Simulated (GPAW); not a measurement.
Write an ASE script for GPAW 26.7.0 that does the following.

| Property | Result |
| --- | --- |
| Task | equation of state |
| Functional | PBEsol |
| Potentials or basis | PAW data sets generated in the run's folder for this functional |
| Cutoff | 600 eV |
| Basis | pw |
| k mesh | 9 × 9 × 5 |
| Occupations | fermi-dirac, width 0.05 eV |
| Spin | no spin polarisation |
| Maxiter | 150 |
| Eos scales | [0.94, 0.96, 0.98, 1.0, 1.02, 1.04, 1.06] |

The system is Zr.

```
Zr
1.0
     3.23200    0.00000    0.00000
    -1.61600    2.79899    0.00000
     0.00000    0.00000    5.14700
Zr
2
Direct
  0.66667 0.33333 0.75000
  0.33333 0.66667 0.25000
```

One way to write it, as run:

run.py

```python
from ase import Atoms
from ase.eos import EquationOfState
from ase.io import Trajectory
from ase.units import GPa
from gpaw import GPAW, PW, setup_paths

setup_paths.insert(0, '.')

atoms = Atoms(['Zr', 'Zr'],
              cell=[[3.232, 0.0, 0.0],
                    [-1.616, 2.798994105, 0.0],
                    [0.0, 0.0, 5.147]],
              scaled_positions=[[0.6666666667, 0.3333333333, 0.75],
                                [0.3333333333, 0.6666666667, 0.25]],
              pbc=True)

traj = Trajectory('eos.traj', 'w')
volumes, energies = [], []
for x in [0.94, 0.96, 0.98, 1.0, 1.02, 1.04, 1.06]:
    a = atoms.copy()
    a.set_cell(atoms.cell * x**(1 / 3), scale_atoms=True)
    calc = GPAW(mode=PW(600),
                xc='PBEsol',
                kpts={'size': (9, 9, 5), 'gamma': True},
                occupations={'name': 'fermi-dirac', 'width': 0.05},
                nbands=24,
                convergence={'density': 1e-05, 'energy': 1e-05},
                maxiter=150,
                txt=f'eos-{x:.2f}.txt')
    a.calc = calc
    energies.append(a.get_potential_energy(force_consistent=True))
    volumes.append(a.get_volume())
    p = -a.get_stress()[:3].mean() / GPa
    calc.write(f'eos-{x:.2f}.gpw')
    traj.write(a)
    print(f'{x:.2f} {volumes[-1]:10.4f} A^3 {energies[-1]:14.6f} eV {p:9.3f} GPa', flush=True)

v0, e0, B = EquationOfState(volumes, energies, eos='birchmurnaghan').fit()
print(f'V0 = {v0:.4f} A^3, E0 = {e0:.6f} eV, B0 = {B / GPa:.2f} GPa')
```

Potentials or basis: PAW data sets generated in the run's folder for this functional, pw.

Launch:

```console
$ gpaw-setup -f PBEsol Zr
$ OMP_NUM_THREADS=1 python run.py
```

It gave:

* Equilibrium volume: 22.44 Å³/atom
* Bulk modulus at fixed shape and positions: 100 GPa
* Pressure derivative of the bulk modulus: 3.2

Caveat: the cell was scaled at fixed shape and fractional positions, which overstates the stiffness of a crystal with free parameters, most of all of layers and chains.

Run time: 3.3 min on 1 thread of Arm Neoverse V1, on a shared host, peak memory 0.34 GiB.
